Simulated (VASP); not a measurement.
Input of a VASP 6.6.1 run:

The input INCAR:

```
SYSTEM = KMgF3
PREC = Accurate
ENCUT = 520
EDIFF = 1E-6
ISMEAR = 0
SIGMA = 0.1
LREAL = .FALSE.
LASPH = .TRUE.
NELM = 100
ALGO = Fast
ISIF = 2
LWAVE = .FALSE.
LCHARG = .FALSE.
GGA = PE
NBANDS = 24
```

The input KPOINTS:

```
regular mesh
0
G
  4 4 4
  0 0 0
```

POSCAR

```
KMgF3
1.0
    4.0525130822      0.0000000000      0.0000000000
    0.0000000000      4.0525130822      0.0000000000
    0.0000000000      0.0000000000      4.0525130822
K Mg F
1 1 3
Direct
    0.5000000000      0.5000000000      0.5000000000
    0.0000000000      0.0000000000      0.0000000000
    0.0000000000      0.5000000000      0.0000000000
    0.0000000000      0.0000000000      0.5000000000
    0.5000000000      0.0000000000      0.0000000000
```

Potentials or basis: VASP PAW PBE potentials, release 64 (K_sv, Mg, F).

Command:

```sh
$ cat potpaw_PBE.64/K_sv/POTCAR potpaw_PBE.64/Mg/POTCAR potpaw_PBE.64/F/POTCAR > POTCAR
$ mpirun -np 1 vasp_std > vasp.out
```

(1) Estimate the band gap on the k mesh.

(2) Estimate the pressure.

## Answers

(1) 6.94 eV, indirect (least direct gap 7.26 eV).

(2) -0.3 GPa.
